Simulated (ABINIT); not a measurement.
Ba:

```xyz
1
Lattice="-2.5065 2.5065 2.5065 2.5065 -2.5065 2.5065 2.5065 2.5065 -2.5065" Properties=species:S:1:pos:R:3 pbc="T T T"
Ba    0.0000    0.0000    0.0000
```

| Quantity | Value |
| --- | --- |
| Program | ABINIT 10.8.3 (patched build) |
| Task | relaxation of cell and atoms |
| Functional | PBEsol |
| Potentials or basis | JTH PAW PBE v2.0 |
| Cutoff | 408 eV |
| k mesh | 6 × 6 × 6 |
| Occupations | fermi-dirac, width 0.05 eV |
| Spin | no spin polarisation |

At the start: pressure -0.5 GPa; volume 62.99 Å³/atom.

**Question.** How do energy, volume and symmetry change on relaxing?

**Answer.** Over 4 steps the energy falls by 6.2 meV/atom and the volume is 59.16 Å³/atom (-6.1 %); space group Im-3m (No. 229, to 0.05 Å).

The path:
```tsv
step	energy change (eV)	largest force (eV/Å)	pressure (GPa)	volume (Å³)
1	0.0000	0.0000	-0.49	62.99
2	-0.0003	0.0000	-0.48	62.89
3	-0.0062	0.0000	0.01	59.11
4	-0.0062	0.0000	0.00	59.16
```

Final structure:
```
Ba
1.0
    -2.45468    2.45468    2.45468
     2.45468   -2.45468    2.45468
     2.45468    2.45468   -2.45468
Ba
1
Direct
  0.00000 0.00000 0.00000
```

Caveat: this set's barium file shifts pressures by 1.5 GPa and gaps by 0.1 eV against other sets; the PAW data sets were made with another functional, which shifts forces and pressure a little.
